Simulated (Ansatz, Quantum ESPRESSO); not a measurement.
**CuO: 8 runs at one level of theory**

```
Cu O
1.0
     2.34185   -1.71130    0.00000
     2.34185    1.71130    0.00000
    -0.85003    0.00000    5.05787
Cu O
2 2
Direct
  0.50000 0.00000 0.50000
  0.00000 0.50000 0.00000
  0.41840 0.58160 0.75000
  0.58160 0.41840 0.25000
```

Alike in all runs: task band structure; functional PBE; k mesh 10 × 10 × 5; occupations fermi-dirac, width 0.05 eV; no spin polarisation; no spin-orbit coupling. The measured crystal is an antiferromagnetic insulator; the state found here is the runs' own. Pressure is positive in compression and, in plane waves, holds the error of the finite cutoff, which Ansatz's Pulay term estimates and takes out.

```csv
program and potentials,plane-wave cutoff (eV),notes,pressure (GPa),largest force (eV/Å)
"Ansatz, Ansatz PAW",420,Pulay term of +0.72 GPa included,5.72,0.263
"Ansatz, SPMS NC",1034,Pulay term of +0.39 GPa included,6.11,0.263
"Ansatz, PseudoDojo standard (PBE files)",1252,Pulay term of +0.03 GPa included,5.55,0.273
"Ansatz, Ansatz PAW (files of its older set among them)",930,-,5.69,0.261
"Ansatz, Ansatz PAW polarizable",420,Pulay term of +0.72 GPa included,5.73,0.261
"Ansatz, Ansatz NC",1252,Pulay term of +0.06 GPa included,5.75,0.253
"Quantum ESPRESSO, Ansatz NC SR PBE",1252,-,5.69,0.253
"Ansatz, all-electron LAPW, scalar-relativistic",-,-,5.70,0.259
```

Force on atom 3 (O), eV/Å:

```
                                program and potentials      x       y      z
                                    Ansatz, Ansatz PAW  0.000  -0.263  0.000
                                       Ansatz, SPMS NC  0.000  -0.263  0.000
               Ansatz, PseudoDojo standard (PBE files)  0.000  -0.273  0.000
Ansatz, Ansatz PAW (files of its older set among them)  0.000  -0.261  0.000
                        Ansatz, Ansatz PAW polarizable  0.000  -0.261  0.000
                                     Ansatz, Ansatz NC  0.000  -0.253  0.000
                    Quantum ESPRESSO, Ansatz NC SR PBE  0.000  -0.253  0.000
        Ansatz, all-electron LAPW, scalar-relativistic  0.000  -0.259  0.000
```

The pressure spans 5.55 (Ansatz, PseudoDojo standard (PBE files)) to 6.11 GPa (Ansatz, SPMS NC), with all-electron results at 5.70.

Differences between rows come from potentials, basis sets and numerical settings, since the functional is the same but for its coding. Runs on potential files found faulty are left out.
